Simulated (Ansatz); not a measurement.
**A trial form of TiC**

Method: DFT PBE, scalar-relativistic, plane waves, PAW (Ansatz). Cutoff 420 eV, Gaussian smearing, Γ-centred meshes. Cell and atoms relax first on a coarse mesh and then on a finer one. In between, the cell is made exact in the group found at 0.06 Å. In metals the finer mesh still leaves noise of several meV/atom or more. The steps can't lower the symmetry of their start. No spin polarisation in the relaxation; trial moments died out in a coarse test.

The guess for TiC was made by a generator: 6-connected net, two elements alternating (P6_3/mmc, No. 194). The dimensions are guesses.

```cif
data_structure
_symmetry_space_group_name_H-M 'P 1'
_symmetry_Int_Tables_number 1
_cell_length_a 3.2615
_cell_length_b 3.2615
_cell_length_c 6.1226
_cell_angle_alpha 90.000
_cell_angle_beta 90.000
_cell_angle_gamma 120.000
_cell_volume 56.40
loop_
_atom_site_label
_atom_site_type_symbol
_atom_site_fract_x
_atom_site_fract_y
_atom_site_fract_z
_atom_site_occupancy
Ti1 Ti 0.66667 0.33333 0.75000 1
Ti2 Ti 0.33333 0.66667 0.25000 1
C1 C 0.00000 0.00000 0.00000 1
C2 C 0.00000 0.00000 0.50000 1
```

Formation energies are uncorrected and refer to the elements' standard structures at the same level.

Question: Describe the relaxed structure.

Answer: The symmetry stays P6_3/mmc (No. 194). The end has the anti-nickel arsenide type. The volume per atom shrinks by 27.9 %, from 14.1 to 10.2 Å³. The shortest distance goes from 2.43 Å (Ti–C) to 2.17 Å (Ti–C). The ratio c/a of the conventional cell changes by a factor of 0.80. The energy falls by about 0.85 eV/atom (the start's value is from the coarse mesh). Conventional cell: a = 3.156 Å, c = 4.711 Å. Ti has 6 C at 2.17 Å; C is surrounded by 6 Ti at 2.17 Å and 2 C at 2.36 Å.

```
Ti C
1.0
     3.15598    0.00000    0.00000
    -1.57799    2.73316    0.00000
     0.00000    0.00000    4.71134
Ti C
2 2
Direct
  0.66667 0.33333 0.75000
  0.33333 0.66667 0.25000
  0.00000 0.00000 0.00000
  0.00000 0.00000 0.50000
```

Question: Give its energy and gap.

Answer: The formation energy is −0.69 eV/atom and the gap on the 18×18×10 mesh of the 4-atom cell is 0 eV (a metal).

The last run used Gaussian smearing of 0.10 eV. The reference form of C is held partly by dispersion forces, which this level lacks. A structure relaxed within its symmetry needn't be a true minimum. Another cell of TiC relaxed alike, in Fm-3m, lies 141 meV/atom lower, so this cell isn't the stable form at this level.
